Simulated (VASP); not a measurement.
# GaN (Fm-3m) in VASP: a series of runs

The runs below take GaN through evGW0 quasiparticle levels, G0W0 quasiparticle levels, with PBE.

All numbers are computed with VASP 6.6.1; they aren't measurements. Logs are shortened: lines on timing, memory, paths and dates and some standing lists are left out, and cuts for length are marked.

## Step 1: The structure

It takes space group Fm-3m (No. 225, cubic). Conventional cell: a = 4.270 Å, b = 4.270 Å, c = 4.270 Å, α = 90.00°, β = 90.00°, γ = 90.00°. Ga (site symmetry m-3m) has 6 N at 2.14 Å as nearest neighbours. N (site symmetry m-3m) is surrounded by 6 Ga at 2.14 Å.

Measurements of this composition are mostly on another form, of space group No. 186.

## Step 2: EvGW0 quasiparticle levels, PBE

POSCAR reads:

```
GaN
1.0
    0.0000000000      2.1352350000      2.1352350000
    2.1352350000      0.0000000000      2.1352350000
    2.1352350000      2.1352350000      0.0000000000
Ga N
1 1
Direct
    0.0000000000      0.0000000000      0.0000000000
    0.5000000000      0.5000000000      0.5000000000
```

INCAR.step1 reads:

```
SYSTEM = GaN
PREC = Accurate
ENCUT = 500
EDIFF = 1E-8
ISMEAR = 0
SIGMA = 0.01
LREAL = .FALSE.
LASPH = .TRUE.
NELM = 100
ALGO = Normal
LWAVE = .TRUE.
LCHARG = .FALSE.
GGA = PE
```

INCAR.step2 reads:

```
SYSTEM = GaN
PREC = Accurate
ENCUT = 500
EDIFF = 1E-8
ISMEAR = 0
SIGMA = 0.01
LREAL = .FALSE.
LASPH = .TRUE.
NELM = 1
ALGO = Exact
LWAVE = .TRUE.
LCHARG = .FALSE.
GGA = PE
NBANDS = 56
LOPTICS = .TRUE.
ISTART = 1
```

INCAR.step3 reads:

```
SYSTEM = GaN
PREC = Accurate
ENCUT = 500
EDIFF = 1E-8
ISMEAR = 0
SIGMA = 0.01
LREAL = .FALSE.
LASPH = .TRUE.
ALGO = EVGW0
LWAVE = .FALSE.
LCHARG = .FALSE.
GGA = PE
NELMGW = 4
NBANDS = 56
ENCUTGW = 150
NOMEGA = 48
PRECFOCK = Fast
ISTART = 1
NBANDSGW = 17
```

KPOINTS reads:

```
regular mesh
0
G
  6 6 6
  0 0 0
```

Potentials or basis: VASP PAW PBE potentials, release 64 (Ga_d_GW, N_GW).

Started as:

```console
cat potpaw_PBE.64/Ga_d_GW/POTCAR potpaw_PBE.64/N_GW/POTCAR > POTCAR
cp INCAR.step1 INCAR
mpirun -np 1 vasp_std > vasp.out
cp INCAR.step2 INCAR
mpirun -np 1 vasp_std > vasp.out
cp INCAR.step3 INCAR
mpirun -np 1 vasp_std > vasp.out
```

OUTCAR:

```text
SYSTEM = GaN
   PREC = Accurate
   ENCUT = 500
   EDIFF = 1E-8
   ISMEAR = 0
   LREAL = .FALSE.
   LASPH = .TRUE.
   GGA = PE
   NELMGW = 4
   ENCUTGW = 150
   PRECFOCK = Fast
   ISTART = 1

 ion  position               nearest neighbor table
   1  0.000  0.000  0.000-   2 2.14   2 2.14   2 2.14   2 2.14   2 2.14   2 2.14
   2  0.500  0.500  0.500-   1 2.14   1 2.14   1 2.14   1 2.14   1 2.14   1 2.14

  LATTYP: Found a face centered cubic cell.
 ALAT       =     4.2704700000

  Lattice vectors:

 A1 = (   0.0000000000,   2.1352350000,   2.1352350000)
 A2 = (   2.1352350000,   0.0000000000,   2.1352350000)
 A3 = (   2.1352350000,   2.1352350000,   0.0000000000)

Analysis of symmetry for initial positions (statically):
=====================================================================
 Subroutine PRICEL returns:
 Original cell was already a primitive cell.

 Routine SETGRP: Setting up the symmetry group for a
 face centered cubic supercell.

 Subroutine GETGRP returns: Found 48 space group operations
 (whereof 48 operations were pure point group operations)
 out of a pool of 48 trial point group operations.

The static configuration has the point symmetry O_h .

Analysis of symmetry for dynamics (positions and initial velocities):
=====================================================================
 Subroutine PRICEL returns:
 Original cell was already a primitive cell.

 Routine SETGRP: Setting up the symmetry group for a
 face centered cubic supercell.

 Subroutine GETGRP returns: Found 48 space group operations
 (whereof 48 operations were pure point group operations)
 out of a pool of 48 trial point group operations.

The dynamic configuration has the point symmetry O_h .

 Subroutine INISYM returns: Found 48 space group operations
 (whereof 48 operations are pure point group operations),
 and found     1 'primitive' translations

----------------------------------------------------------------------------------------

                                     Primitive cell

  volume of cell :      19.4700

  direct lattice vectors                    reciprocal lattice vectors
[... 46 lines left out ...]
  0.333333  0.000000  0.000000      8.000000
  0.500000  0.000000  0.000000      4.000000
  0.166667  0.166667  0.000000      6.000000
  0.333333  0.166667  0.000000     24.000000
[... 8 lines left out ...]
 -0.333333  0.333333  0.166667     24.000000
 -0.333333  0.500000  0.166667     12.000000
   k-points           NKPTS =     16   k-points in BZ     NKDIM =    216   number of bands    NBANDS=     56
   number of dos      NEDOS =    301   number of ions     NIONS =      2
   total plane-waves  NPLWV =  13824
   dimension x,y,z NGX =    24 NGY =   24 NGZ =   24
   dimension x,y,z NGXF=    48 NGYF=   48 NGZF=   48
   ions per type =               1   1
   NGX,Y,Z   is equivalent  to a cutoff of  13.21, 13.21, 13.21 a.u.
   NGXF,Y,Z  is equivalent  to a cutoff of  26.43, 26.43, 26.43 a.u.
 SYSTEM =  GaN
   PREC   = accura    normal or accurate (medium, high low for compatibility)
   ISTART =      1    job   : 0-new  1-cont  2-samecut
   ICHARG =      0    charge: 1-file 2-atom 10-const
   ISPIN  =      1    spin polarized calculation?
   LNONCOLLINEAR =      F non collinear calculations
   LSORBIT =      F    spin-orbit coupling
   LASPH  =      T    aspherical Exc in radial PAW
   ENCUT  =  500.0 eV  36.75 Ry    6.06 a.u.   5.51  5.51  5.51*2*pi/ulx,y,z
   NELM   =     60;   NELMIN=  2; NELMDL=  0     # of ELM steps
   EDIFF  = 0.1E-07   stopping-criterion for ELM
   LREAL  =      F    real-space projection
   EDIFFG = 0.1E-06   stopping-criterion for IOM
   NSW    =      0    number of steps for IOM
   IBRION =     -1    ionic relax: 0-MD 1-quasi-New 2-CG
   NFREE  =      0    steps in history (QN), initial steepest desc. (CG)
   ISIF   =      0    stress and relaxation
   ISYM   =      3    0-nonsym 1-usesym 2-fastsym
   POTIM  = 0.5000    time-step for ionic-motion
   TEBEG  =    0.0;   TEEND  =   0.0 temperature during run
   PSTRESS=    0.0 pullay stress
   NELECT =      18.0000    total number of electrons
   NUPDOWN=      -1.0000    fix difference up-down
   EMIN   =  10.00;   EMAX   =-10.00  energy-range for DOS
   EFERMI =   0.00;   METHOD = LEGACY
   ISMEAR =     0;   SIGMA  =   0.01  broadening in eV -4-tet -1-fermi 0-gaus
   EFERMI_NEDOS =   21; number of points for ismear=-14 and -15
   IALGO  =     38    algorithm
   IMIX   =      4    mixing-type and parameters
     AMIX     =   0.40;   BMIX     =  1.00
     AMIX_MAG =   1.60;   BMIX_MAG =  1.00
  volume/ion in A,a.u.               =       9.74        65.70
  Fermi-wavevector in a.u.,A,eV,Ry     =   1.594814  3.013761 34.605481  2.543431
  Thomas-Fermi vector in A             =   2.692830
   LORBIT       =      0    0 simple, 1 ext, 2 COOP (PROOUT), +10 PAW based schemes
   GGA     = PE    functional components
   LHFCALC =     T    Hartree Fock is set to
   PRECFOCK=fast      Normal, Fast or Accurate (Low or Medium for compatibility)
   ENCUT4O =  -1.0   cutoff for four orbital integrals eV
   NKREDX  =     1    reduce k-point grid by
   NKREDY  =     1    reduce k-point grid by
   NKREDZ  =     1    reduce k-point grid by
   AEXX    =    1.0000 exact exchange contribution
   HFSCREEN=    0.0000 screening length (either q_TF or 0.3 A-1)
   HFSCREENC=   0.0000 screening length for correlation (either q_TF or 0.3 A-1)
   ENCUTFOCK=  -1.0 apply spherical cutoff to Coloumb kernel
   IVDW    =     0    specifies the selected vdW correction
   LEPSILON=     F    determine dielectric tensor
   LRPA    =     F    only Hartree local field effects (RPA)
   LRPAFORCE           =     F    calculate RPA forces
   ENCUTGW             = 150.0    cutoff for response function in eV
   ENCUTGWSOFT         = 120.0    soft cutoff for Coulomb kernel in GW response function in eV
   ENCUTLF             =  -1.0    cutoff for local field effects
   NELMGW              =     4    number of iterations in solving QP/BSE equation
   NELMHF              =     1    number of iterations in the inner HF iteration
   NKREDLFX            =     1    NKREDLFY  =   1   NKREDLFZ  =   1
 non-spin polarized calculation
 Gauss-broadening in eV      SIGMA  =   0.01
  energy-cutoff  :      500.00
  volume of cell :       19.47
 maximum number of plane-waves:       531
 NGX is ok and might be reduce to    24
  NGX = 14; NGY = 14; NGZ = 14
   NGX = 11   NGY = 11   NGZ = 11
 maximum number of plane-waves:        92
 NGX is ok and might be reduce to    14

 QP shifts <psi_nk| G(iteration)W_0 |psi_nk>: iteration 1
 for sc-GW calculations column KS-energies equals QP-energies in previous step
 and V_xc(KS)=  KS-energies - (<T + V_ion + V_H > + <T+V_H+V_ion>^1  + <V_x>^1)

 k-point   1 :       0.0000    0.0000    0.0000
  band No.  KS-energies  QP-energies   sigma(KS)   V_xc(KS)     V^pw_x(r,r')   Z            occupation Imag(sigma)

      1      -9.6833     -10.4574     -15.6270     -14.4850     -24.2741       0.6779       2.0000       1.4344
      2      -6.7689      -9.4936     -25.4148     -21.6615     -35.0161       0.7259       2.0000       0.2226
      3      -6.7689      -9.4936     -25.4148     -21.6615     -35.0161       0.7259       2.0000       0.2226
      4      -6.7689      -9.4936     -25.4148     -21.6615     -35.0161       0.7259       2.0000       0.2226
      5      -6.6812      -9.4551     -25.6629     -21.8486     -35.4549       0.7272       2.0000       0.2687
      6      -6.6812      -9.4551     -25.6629     -21.8486     -35.4549       0.7272       2.0000       0.2687
[... 1325 lines left out ...]
      3     -10.2417     -10.2831     -25.3999      15.1008     -35.3761       0.7200       2.0000       0.3522
      4     -10.2740     -10.3224     -25.4341      15.0934     -35.0999       0.7260       2.0000       0.2527
      5     -10.1691     -10.2173     -25.6968      15.4615     -35.4164       0.7280       2.0000       0.2400
      6      -5.8722      -5.8946     -21.6888      15.7861     -30.2189       0.7340       2.0000       0.7580
[... 9 lines left out ...]
     16      35.1394      35.1389     -12.9936      48.1324      -5.8407       0.8292       0.0000      -1.5747
     17      37.0719      37.0716     -13.0194      50.0909      -5.0256       0.8094       0.0000      -1.9039
```

OUTCAR.step1:

```text
SYSTEM = GaN
   PREC = Accurate
   ENCUT = 500
   EDIFF = 1E-8
   ISMEAR = 0
   LREAL = .FALSE.
   LASPH = .TRUE.
[... 467 lines left out ...]
      0.00000      0.00000      0.00000         0.000000      0.000000      0.000000
      2.13524      2.13524      2.13524         0.000000      0.000000      0.000000
 -----------------------------------------------------------------------------------
    total drift:                                0.000000     -0.000000     -0.000000

  FREE ENERGIE OF THE ION-ELECTRON SYSTEM (eV)
  ---------------------------------------------------
  free  energy   TOTEN  =       -11.1989667394 eV

  energy  without entropy=      -11.1989667394  energy(sigma->0) =      -11.19896674
```

Wall time 8.2 min (1 thread of Intel Xeon 6975P-C (Granite Rapids), shared host); peak memory 0.3 GiB.

What came out:

```yaml
Band_gap_on_the_k_mesh_mean-field_level: 0.38 eV, indirect (least direct gap 2.36 eV)
Quasiparticle_gap: 1.31 eV
Least_direct_quasiparticle_gap: 3.47 eV
```

Levels at points of the mesh, in eV from the valence-band top:
```csv
k point,band 6,band 7,band 8,band 9,band 10,band 11,band 12,band 13
"(0.00, 0.00, 0.00)",-14.00,-0.49,-0.49,-0.49,1.88,14.43,14.43,14.43
"(0.50, 0.00, 0.00)",-13.88,-8.11,-0.18,-0.18,4.55,8.90,8.90,9.00
"(0.50, 0.50, 0.00)",-11.11,-6.90,-2.94,-2.94,0.38,7.76,11.61,14.09
```

Quasiparticle gap after each update of the energies (eV): 1.18, 1.29, 1.31, 1.31

Caveat: the k mesh is coarse (spacing up to 0.42 Å⁻¹), so the values aren't converged; bands, screening cutoff and mesh are small and nothing is extrapolated, so the quasiparticle values aren't converged.

(Continued in part 2 of 4.)
